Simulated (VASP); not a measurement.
# InP (F-43m) in VASP: band structure with HSE06

Aim: the band structure of InP with HSE06.

Program: VASP 6.6.1. These are calculated values, not measurements. Logs are shortened: lines on timing, memory, paths and dates and some standing lists are left out, and cuts for length are marked.

**Experimental background.**

A printed reference work, data compilation reports, for a bulk crystal of InP at 1.6 K: band gap 1.4236 eV (direct).

How close the calculation comes is told below.

**1. The crystal as given**

It takes space group F-43m (No. 216, cubic). Conventional cell: a = 5.879 Å, b = 5.879 Å, c = 5.879 Å, α = 90.00°, β = 90.00°, γ = 90.00°. Around In (site symmetry -43m) lie 4 P at 2.55 Å. P (site symmetry -43m) has 4 In at 2.55 Å as nearest neighbours.

The cell is a database's computed one.

**2. Band structure, HSE06**

The input, POSCAR:

```
InP
1.0
    0.0000000000      2.9395400000      2.9395400000
    2.9395400000      0.0000000000      2.9395400000
    2.9395400000      2.9395400000      0.0000000000
In P
1 1
Direct
    0.0000000000      0.0000000000      0.0000000000
    0.7500000000      0.7500000000      0.7500000000
```

The input, INCAR.step1:

```
ALGO = Normal
EDIFF = 1E-5
ENCUT = 520
GGA = PE
ISIF = 2
ISMEAR = 0
LASPH = T
LCHARG = F
LREAL = F
LWAVE = T
NBANDS = 16
NELM = 100
PREC = Accurate
SIGMA = 0.02
```

The input, INCAR.step2:

```
ALGO = Normal
EDIFF = 1E-6
ENCUT = 520
GGA = PE
HFSCREEN = 0.2
ISIF = 2
ISMEAR = 0
ISTART = 1
LASPH = T
LCHARG = F
LHFCALC = T
LREAL = F
LWAVE = F
NBANDS = 16
NELM = 100
PREC = Accurate
PRECFOCK = Fast
SIGMA = 0.02
```

The input, KPOINTS:

```
k-points
0
Gamma
  6 6 6
```

The input, KPOINTS_OPT:

```
path GXWKGLUWLK,UX
12
line-mode
reciprocal
 0.0000000000  0.0000000000  0.0000000000  G
 0.5000000000  0.0000000000  0.5000000000  X

 0.5000000000  0.0000000000  0.5000000000  X
 0.5000000000  0.2500000000  0.7500000000  W

 0.5000000000  0.2500000000  0.7500000000  W
 0.3750000000  0.3750000000  0.7500000000  K

 0.3750000000  0.3750000000  0.7500000000  K
 0.0000000000  0.0000000000  0.0000000000  G

 0.0000000000  0.0000000000  0.0000000000  G
 0.5000000000  0.5000000000  0.5000000000  L

 0.5000000000  0.5000000000  0.5000000000  L
 0.6250000000  0.2500000000  0.6250000000  U

 0.6250000000  0.2500000000  0.6250000000  U
 0.5000000000  0.2500000000  0.7500000000  W

 0.5000000000  0.2500000000  0.7500000000  W
 0.5000000000  0.5000000000  0.5000000000  L

 0.5000000000  0.5000000000  0.5000000000  L
 0.3750000000  0.3750000000  0.7500000000  K

 0.6250000000  0.2500000000  0.6250000000  U
 0.5000000000  0.0000000000  0.5000000000  X
```

Potentials or basis: VASP PAW PBE potentials, release 64 (In_d, P).

Launch:

```sh
> cat potpaw_PBE.64/In_d/POTCAR potpaw_PBE.64/P/POTCAR > POTCAR
> cp INCAR.step1 INCAR
> mpirun -np 1 vasp_std > vasp.out
> cp INCAR.step2 INCAR
> mpirun -np 1 vasp_std > vasp.out
```

OUTCAR:

```text
EDIFF = 1E-6
   ENCUT = 520
   GGA = PE
   HFSCREEN = 0.2
   ISIF = 2
   ISMEAR = 0
   ISTART = 1
   LASPH = T
   LHFCALC = T
   LREAL = F
   NELM = 100
   PREC = Accurate
   PRECFOCK = Fast

 ion  position               nearest neighbor table
   1  0.000  0.000  0.000-   2 2.55   2 2.55   2 2.55   2 2.55
   2  0.750  0.750  0.750-   1 2.55   1 2.55   1 2.55   1 2.55

  LATTYP: Found a face centered cubic cell.
 ALAT       =     5.8790800000

  Lattice vectors:

 A1 = (   0.0000000000,   2.9395400000,   2.9395400000)
 A2 = (   2.9395400000,   0.0000000000,   2.9395400000)
 A3 = (   2.9395400000,   2.9395400000,   0.0000000000)

Analysis of symmetry for initial positions (statically):
=====================================================================
 Subroutine PRICEL returns:
 Original cell was already a primitive cell.

 Routine SETGRP: Setting up the symmetry group for a
 face centered cubic supercell.

 Subroutine GETGRP returns: Found 24 space group operations
 (whereof 24 operations were pure point group operations)
 out of a pool of 48 trial point group operations.

The static configuration has the point symmetry T_d .

Analysis of symmetry for dynamics (positions and initial velocities):
=====================================================================
 Subroutine PRICEL returns:
 Original cell was already a primitive cell.

 Routine SETGRP: Setting up the symmetry group for a
 face centered cubic supercell.

 Subroutine GETGRP returns: Found 24 space group operations
 (whereof 24 operations were pure point group operations)
 out of a pool of 48 trial point group operations.

The dynamic configuration has the point symmetry T_d .

 Subroutine INISYM returns: Found 24 space group operations
 (whereof 24 operations are pure point group operations),
 and found     1 'primitive' translations

----------------------------------------------------------------------------------------

                                     Primitive cell

  volume of cell :      50.8005

  direct lattice vectors                    reciprocal lattice vectors
     0.000000000  2.939540000  2.939540000    -0.170094641  0.170094641  0.170094641
     2.939540000  0.000000000  2.939540000     0.170094641 -0.170094641  0.170094641
     2.939540000  2.939540000  0.000000000     0.170094641  0.170094641 -0.170094641

  length of vectors
     4.157137335  4.157137335  4.157137335     0.294612560  0.294612560  0.294612560

  position of ions in fractional coordinates (direct lattice)
     0.000000000  0.000000000  0.000000000
     0.750000000  0.750000000  0.750000000

  ion indices of the primitive-cell ions
   primitive index   ion index
                 1           1
                 2           2

----------------------------------------------------------------------------------------

 KPOINTS: k-points

Automatic generation of k-mesh.
 Grid dimensions read from file:
 generate k-points for:    6    6    6

 Generating k-lattice:

  Cartesian coordinates                     Fractional coordinates (reciprocal lattice)
    -0.028349107  0.028349107  0.028349107     0.166666667  0.000000000  0.000000000
     0.028349107 -0.028349107  0.028349107     0.000000000  0.166666667  0.000000000
     0.028349107  0.028349107 -0.028349107     0.000000000  0.000000000  0.166666667

  Length of vectors
     0.049102093  0.049102093  0.049102093

  Shift w.r.t. Gamma in fractional coordinates (k-lattice)
     0.000000000  0.000000000  0.000000000

 Subroutine IBZKPT returns following result:
 ===========================================

 Found     16 irreducible k-points:

 Following reciprocal coordinates:
            Coordinates               Weight
  0.000000  0.000000  0.000000      1.000000
  0.166667  0.000000  0.000000      8.000000
  0.333333  0.000000  0.000000      8.000000
  0.500000  0.000000  0.000000      4.000000
  0.166667  0.166667  0.000000      6.000000
  0.333333  0.166667  0.000000     24.000000
[... 8 lines left out ...]
 -0.333333  0.333333  0.166667     24.000000
 -0.333333  0.500000  0.166667     12.000000
   k-points           NKPTS =     16   k-points in BZ     NKDIM =    216   number of bands    NBANDS=     16
   number of dos      NEDOS =    301   number of ions     NIONS =      2
   total plane-waves  NPLWV =  32768
   dimension x,y,z NGX =    32 NGY =   32 NGZ =   32
   dimension x,y,z NGXF=    64 NGYF=   64 NGZF=   64
   ions per type =               1   1
   NGX,Y,Z   is equivalent  to a cutoff of  12.80, 12.80, 12.80 a.u.
   NGXF,Y,Z  is equivalent  to a cutoff of  25.59, 25.59, 25.59 a.u.
 SYSTEM =  unknown system
   PREC   = accura    normal or accurate (medium, high low for compatibility)
   ISTART =      1    job   : 0-new  1-cont  2-samecut
   ICHARG =      0    charge: 1-file 2-atom 10-const
   ISPIN  =      1    spin polarized calculation?
   LNONCOLLINEAR =      F non collinear calculations
   LSORBIT =      F    spin-orbit coupling
   LASPH  =      T    aspherical Exc in radial PAW
   ENCUT  =  520.0 eV  38.22 Ry    6.18 a.u.   7.73  7.73  7.73*2*pi/ulx,y,z
   NELM   =    100;   NELMIN=  2; NELMDL=  0     # of ELM steps
   EDIFF  = 0.1E-05   stopping-criterion for ELM
   LREAL  =      F    real-space projection
   EDIFFG = 0.1E-04   stopping-criterion for IOM
   NSW    =      0    number of steps for IOM
   IBRION =     -1    ionic relax: 0-MD 1-quasi-New 2-CG
   NFREE  =      0    steps in history (QN), initial steepest desc. (CG)
   ISIF   =      2    stress and relaxation
   ISYM   =      3    0-nonsym 1-usesym 2-fastsym
   POTIM  = 0.5000    time-step for ionic-motion
   TEBEG  =    0.0;   TEEND  =   0.0 temperature during run
   PSTRESS=    0.0 pullay stress
   NELECT =      18.0000    total number of electrons
   NUPDOWN=      -1.0000    fix difference up-down
   EMIN   =  10.00;   EMAX   =-10.00  energy-range for DOS
   EFERMI =   0.00;   METHOD = LEGACY
   ISMEAR =     0;   SIGMA  =   0.02  broadening in eV -4-tet -1-fermi 0-gaus
   EFERMI_NEDOS =   21; number of points for ismear=-14 and -15
   IALGO  =     38    algorithm
   IMIX   =      1    mixing-type and parameters
     AMIX     =   0.40;   BMIX     =  1.00
     AMIX_MAG =   1.60;   BMIX_MAG =  1.00
  volume/ion in A,a.u.               =      25.40       171.41
  Fermi-wavevector in a.u.,A,eV,Ry     =   1.158447  2.189148 18.259021  1.342000
  Thomas-Fermi vector in A             =   2.295049
   LORBIT       =      0    0 simple, 1 ext, 2 COOP (PROOUT), +10 PAW based schemes
   GGA     = PE    functional components
   LHFCALC =     T    Hartree Fock is set to
   PRECFOCK=fast      Normal, Fast or Accurate (Low or Medium for compatibility)
   ENCUT4O =  -1.0   cutoff for four orbital integrals eV
   NKREDX  =     1    reduce k-point grid by
   NKREDY  =     1    reduce k-point grid by
   NKREDZ  =     1    reduce k-point grid by
   AEXX    =    0.2500 exact exchange contribution
   HFSCREEN=    0.2000 screening length (either q_TF or 0.3 A-1)
   HFSCREENC=   0.2000 screening length for correlation (either q_TF or 0.3 A-1)
   ENCUTFOCK=  -1.0 apply spherical cutoff to Coloumb kernel
   IVDW    =     0    specifies the selected vdW correction
   LEPSILON=     F    determine dielectric tensor
   LRPA    =     F    only Hartree local field effects (RPA)
 non-spin polarized calculation
 Gauss-broadening in eV      SIGMA  =   0.02
  energy-cutoff  :      520.00
  volume of cell :       50.80
 maximum number of plane-waves:      1381
  NGX = 18; NGY = 18; NGZ = 18

 number of electron      18.0000007 magnetization

 Free energy of the ion-electron system (eV)
  ---------------------------------------------------
  ext. energy  EPLUGINS =         0.00000000
  ---------------------------------------------------
  free energy    TOTEN  =       -10.01426552 eV

  energy without entropy =      -10.01426552  energy(sigma->0) =      -10.01426552

 E-fermi :   4.7929     XC(G=0):  -7.6854

 val. band max:        4.6593370767   @ k =   0.0000   0.0000   0.0000
 cond. band min:       6.1180224311   @ k =   0.0000   0.0000   0.0000
 fundamental gap:      1.4586853543
 Fermi energy:         4.7929432847

 k-point     1 :       0.0000    0.0000    0.0000
  band No.  band energies     occupation
      1     -11.2145      2.00000
      2     -11.2145      2.00000
      3     -11.2145      2.00000
      4     -11.0572      2.00000
      5     -11.0572      2.00000
      6      -8.0241      2.00000
[... 8 lines left out ...]
     15      15.1637      0.00000
     16      15.1637      0.00000

 k-point     2 :       0.1667    0.0000    0.0000
  band No.  band energies     occupation
      1     -11.2437      2.00000
      2     -11.2022      2.00000
      3     -11.2022      2.00000
      4     -11.0569      2.00000
      5     -11.0569      2.00000
      6      -7.6886      2.00000
[... 8 lines left out ...]
     15      14.2525      0.00000
     16      15.1132      0.00000

 k-point     3 :       0.3333    0.0000    0.0000
  band No.  band energies     occupation
      1     -11.2989      2.00000
      2     -11.1823      2.00000
      3     -11.1823      2.00000
      4     -11.0513      2.00000
      5     -11.0513      2.00000
      6      -6.8224      2.00000
[... 8 lines left out ...]
     15      14.7943      0.00000
     16      14.7943      0.00000

 k-point     4 :       0.5000    0.0000    0.0000
  band No.  band energies     occupation
      1     -11.3251      2.00000
      2     -11.1753      2.00000
      3     -11.1753      2.00000
      4     -11.0453      2.00000
      5     -11.0453      2.00000
      6      -6.1820      2.00000
[... 8 lines left out ...]
     15      16.4927      0.00000
     16      16.4927      0.00000

 k-point     5 :       0.1667    0.1667    0.0000
  band No.  band energies     occupation
      1     -11.2656      2.00000
      2     -11.1896      2.00000
      3     -11.1896      2.00000
      4     -11.0675      2.00000
      5     -11.0491      2.00000
      6      -7.5778      2.00000
[... 8 lines left out ...]
     15      15.4405      0.00000
     16      16.2396      0.00000

 k-point     6 :       0.3333    0.1667    0.0000
  band No.  band energies     occupation
      1     -11.3093      2.00000
      2     -11.1718      2.00000
      3     -11.1668      2.00000
      4     -11.0722      2.00000
      5     -11.0422      2.00000
      6      -6.8786      2.00000
[... 8 lines left out ...]
     15      15.7367      0.00000
     16      16.4327      0.00000
[... 115 lines left out ...]
 k-point    13 :       0.5000    0.5000    0.0000
  band No.  band energies     occupation
      1     -11.3918      2.00000
      2     -11.1116      2.00000
      3     -11.1116      2.00000
      4     -11.1064      2.00000
      5     -11.0246      2.00000
      6      -5.4806      2.00000
[... 8 lines left out ...]
     15      16.6552      0.00000
     16      17.6537      0.00000

 k-point    14 :       0.5000    0.3333    0.1667
  band No.  band energies     occupation
      1     -11.3398      2.00000
      2     -11.1598      2.00000
      3     -11.1426      2.00000
      4     -11.0762      2.00000
      5     -11.0405      2.00000
      6      -6.1469      2.00000
[... 8 lines left out ...]
     15      16.9337      0.00000
     16      17.6627      0.00000

 k-point    15 :      -0.3333    0.3333    0.1667
  band No.  band energies     occupation
      1     -11.3493      2.00000
      2     -11.1599      2.00000
      3     -11.1319      2.00000
      4     -11.0710      2.00000
      5     -11.0451      2.00000
      6      -5.6386      2.00000
[... 8 lines left out ...]
     15      16.8836      0.00000
     16      17.4891      0.00000

 k-point    16 :      -0.3333    0.5000    0.1667
  band No.  band energies     occupation
      1     -11.3685      2.00000
      2     -11.1423      2.00000
      3     -11.1184      2.00000
      4     -11.0855      2.00000
      5     -11.0371      2.00000
      6      -5.4217      2.00000
[... 8 lines left out ...]
     15      17.1762      0.00000
     16      17.8684      0.00000

------------------------ aborting loop because EDIFF is reached ----------------------------------------

  FORCE on cell =-STRESS in cart. coord.  units (eV):
  Direction    XX          YY          ZZ          XY          YZ          ZX
  --------------------------------------------------------------------------------------
  -------------------------------------------------------------------------------------
  Total        0.2016044      0.2016044      0.2016044      0.0000000      0.0000000      0.0000000
  in kB        6.3583214      6.3583214      6.3583214      0.0000000      0.0000000      0.0000000
  external PRESSURE =       6.3583214 kB  Pullay stress =       0.0000000 kB

 VOLUME and BASIS-vectors are now :
 -----------------------------------------------------------------------------
  energy-cutoff  :      520.00
  volume of cell :       50.80
      direct lattice vectors                 reciprocal lattice vectors
     0.000000000  2.939540000  2.939540000    -0.170094641  0.170094641  0.170094641
     2.939540000  0.000000000  2.939540000     0.170094641 -0.170094641  0.170094641
     2.939540000  2.939540000  0.000000000     0.170094641  0.170094641 -0.170094641

 POSITION                                       TOTAL-FORCE (eV/Angst)
 -----------------------------------------------------------------------------------
      0.00000      0.00000      0.00000        -0.000000     -0.000000     -0.000000
      4.40931      4.40931      4.40931         0.000000      0.000000      0.000000
 -----------------------------------------------------------------------------------
    total drift:                               -0.000063     -0.000052     -0.000036

  FREE ENERGIE OF THE ION-ELECTRON SYSTEM (eV)
  ---------------------------------------------------
  free  energy   TOTEN  =       -10.0142655201 eV

  energy  without entropy=      -10.0142655201  energy(sigma->0) =      -10.01426552
```

Run time: 85 min. Hardware: 1 thread of Intel Xeon 6975P-C (Granite Rapids), shared host; peak memory 0.39 GiB.

Results:

| Property | Result |
| --- | --- |
| Free energy | -10.0143 eV |
| Pressure | 0.6 GPa |
| Band gap on the k mesh | 1.46 eV, direct |
| Band gap along the path | 1.46 eV, direct |

Levels at the corners of the path, in eV from the valence-band top:
```tsv
point	band 7	band 8	band 9	band 10	band 11	band 12
Γ	0.00	0.00	0.00	1.46	4.94	4.94
X	-6.21	-2.51	-2.51	2.40	3.01	10.38
X	-6.21	-2.51	-2.51	2.40	3.01	10.38
W	-6.02	-3.19	-3.11	5.06	5.38	6.50
W	-6.02	-3.19	-3.11	5.06	5.38	6.50
K	-6.04	-3.56	-2.09	3.07	5.28	8.54
K	-6.04	-3.56	-2.09	3.07	5.28	8.54
Γ	0.00	0.00	0.00	1.46	4.94	4.94
Γ	0.00	0.00	0.00	1.46	4.94	4.94
L	-6.20	-1.05	-1.05	2.25	5.67	5.67
L	-6.20	-1.05	-1.05	2.25	5.67	5.67
U	-6.04	-3.56	-2.09	3.07	5.28	8.54
U	-6.04	-3.56	-2.09	3.07	5.28	8.54
W	-6.02	-3.19	-3.11	5.06	5.38	6.50
W	-6.02	-3.19	-3.11	5.06	5.38	6.50
L	-6.20	-1.05	-1.05	2.25	5.67	5.67
L	-6.20	-1.05	-1.05	2.25	5.67	5.67
K	-6.04	-3.56	-2.09	3.07	5.28	8.54
U	-6.04	-3.56	-2.09	3.07	5.28	8.54
X	-6.21	-2.51	-2.51	2.40	3.01	10.38
```

Caveat: the PAW data sets were made with another functional, which shifts forces and pressure a little; spin-orbit coupling is left out, which moves the levels of the heavy elements.

**3. Against experiment**

Step 2. Measured gap of InP: 1.4236 eV (direct; 1.6 K; a printed reference work, data compilation). This calculation gives 1.46 eV (+0.03 eV). Spin-orbit coupling on In is left out. The value is that of HSE06, without temperature or zero-point motion. The cell is a database's relaxed one, not the measured one, which moves gaps too.
